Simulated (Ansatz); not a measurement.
Al2Au under changes of volume

One of the cells (18.000 Å³/atom); the others are scaled copies at fixed shape and fractional positions:

```
Au Al
1.0
     0.00000    3.00000    3.00000
     3.00000    0.00000    3.00000
     3.00000    3.00000    0.00000
Au Al
1 2
Direct
  0.00000 0.00000 0.00000
  0.75000 0.75000 0.75000
  0.25000 0.25000 0.25000
```

* Program: Ansatz 0.2.0
* Functional: r2SCAN
* Potentials or basis: Ansatz PAW
* Cutoff: 500 eV (not typed: the program's choice for these potentials)
* k mesh: 8 × 8 × 8
* Occupations: fermi-dirac, width 0.05 eV
* Spin: no spin polarisation

```tsv
volume (Å³/atom)	energy over the lowest point (meV/atom)	pressure (GPa)
16.920	30.28	9.1
17.280	13.58	5.9
17.640	3.73	3.0
18.000	0.00	0.5
18.360	1.71	-1.8
18.720	?	?
19.080	19.05	-5.6
```

Q: What does the run at 18.720 Å³/atom give?

A: Energy over the lowest point 8.24 meV/atom; pressure -3.8 GPa.

Worked out: A Birch-Murnaghan fit of order 3 (a polynomial in V^(-2/3)) to the other rows has its minimum at 18.06 Å³/atom with B0 = V·E''(V) = 119 GPa and B' = 4.9. It gives 8.23 meV/atom at 18.720 Å³/atom, against the run's 8.24, and -dE/dV = -3.9 GPa, against -3.8.

Energies are extrapolated to zero smearing.

Caveats: the PAW data sets come from PBE, with cores solved anew for the run's functional, which leaves a small shift of forces and pressure.
